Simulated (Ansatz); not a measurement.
(111) slab cut from the bulk of GaSb, F-43m (No. 216); the slab's formula is GaSb:

```xyz
8
Lattice="4.3938 0.0000 0.0000 -2.1969 3.8052 0.0000 0.0000 0.0000 26.6596" Properties=species:S:1:pos:R:3 pbc="T T T"
Sb    0.0000    0.0000    7.5000
Ga    0.0000    2.5368    8.3969
Sb    0.0000    2.5368   11.0876
Ga    2.1969    1.2684   11.9845
Sb    2.1969    1.2684   14.6751
Ga    0.0000    0.0000   15.5720
Sb    0.0000    0.0000   18.2627
Ga    0.0000    2.5368   19.1596
```

Theory: DFT PBE, scalar-relativistic, plane waves, PAW in Ansatz. Settings: cutoff 420 eV, Γ-centred mesh 9×9×1 on the computed 8-atom cell, Gaussian smearing of 0.10 eV; no spin polarisation. The cell repeats along c with a dipole correction in the vacuum.

Problem. What forces act on the atoms?

Solution.
```tsv
atom	Fx (eV/Å)	Fy (eV/Å)	Fz (eV/Å)
Sb1	0.000	0.000	-0.130
Ga2	0.000	0.000	-0.117
Sb3	0.000	0.000	0.250
Ga4	0.000	0.000	-0.176
Sb5	0.000	0.000	0.196
Ga6	0.000	0.000	-0.310
Sb7	0.000	0.000	0.463
Ga8	0.000	0.000	-0.175
```

Cost: 1 run of about 0.43 core-minutes, on Intel Xeon 6975P-C (Granite Rapids) (shared hosts).